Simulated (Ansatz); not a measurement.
NaCl built on the CsCl prototype, relaxed with r2SCAN in Ansatz. It is cubic, Pm-3m (No. 221); a = 3.460 Å in the conventional setting, 20.70 Å³ an atom. Na is surrounded by 8 Cl at 3.00 Å; Cl is surrounded by 8 Na at 3.00 Å.

The axes x, y and z are those of this cell:
```yaml
crystal:
  lattice:
    - [3.45955, 0.00000, 0.00000]
    - [0.00000, 3.45955, 0.00000]
    - [0.00000, 0.00000, 3.45955]
  atoms:
    - { symbol: Na, position: [0.00000, 0.00000, 0.00000] }
    - { symbol: Cl, position: [0.50000, 0.50000, 0.50000] }
```

Unstrained: PBE gives an indirect gap of 4.105 eV, from M to Γ; the least direct gap is 4.626 eV at Γ. r2SCAN gives an indirect gap of 4.916 eV, from M to Γ; the least direct gap is 5.454 eV at Γ. With HSE06 the valence top lies at M and the conduction bottom at Γ, 5.429 eV higher; the smallest vertical gap, at Γ, is 5.993 eV. Meshes: PBE 8×8×8, r2SCAN 8×8×8, HSE06 6×6×6. Strains are changes of length per length. After each strain the atoms were relaxed again with r2SCAN within the symmetry that the strain leaves, so tilts or polar shifts that break it weren't tested; points keep the names that they have in the unstrained zone. All values are calculated for a non-magnetic cell, which may be hypothetical.

Q: Apply biaxial +5.36 % in x and y, z held. How far does the gap move, against the unstrained cell?

A: PBE: the gap goes from 4.105 to 3.525 eV (-0.580 eV). r2SCAN: the gap goes from 4.916 to 4.300 eV (-0.616 eV). HSE06: the gap goes from 5.429 to 4.820 eV (-0.609 eV). The r2SCAN energy rises by 28.0 meV an atom.

Q: Estimate what isotropic -0.35 % on every length does to the gap.

A: PBE: the gap goes from 4.105 to 4.142 eV (+0.037 eV). r2SCAN: the gap goes from 4.916 to 4.957 eV (+0.041 eV). HSE06: the gap goes from 5.429 to 5.469 eV (+0.040 eV). The r2SCAN energy rises by 0.3 meV an atom.

Q: For epitaxial -0.34 % in the xy plane, how far does the free direction move, and what happens to the gap?

A: The normal strain at zero normal stress is +0.04 %, 0.13 of the in-plane strain with the sign turned. PBE: the gap goes from 4.105 to 4.119 eV (+0.014 eV). r2SCAN: the gap goes from 4.916 to 4.932 eV (+0.016 eV). HSE06: the gap goes from 5.429 to 5.445 eV (+0.016 eV).

The meshes of the hybrids are coarse, so their gaps aren't converged to the digits shown.
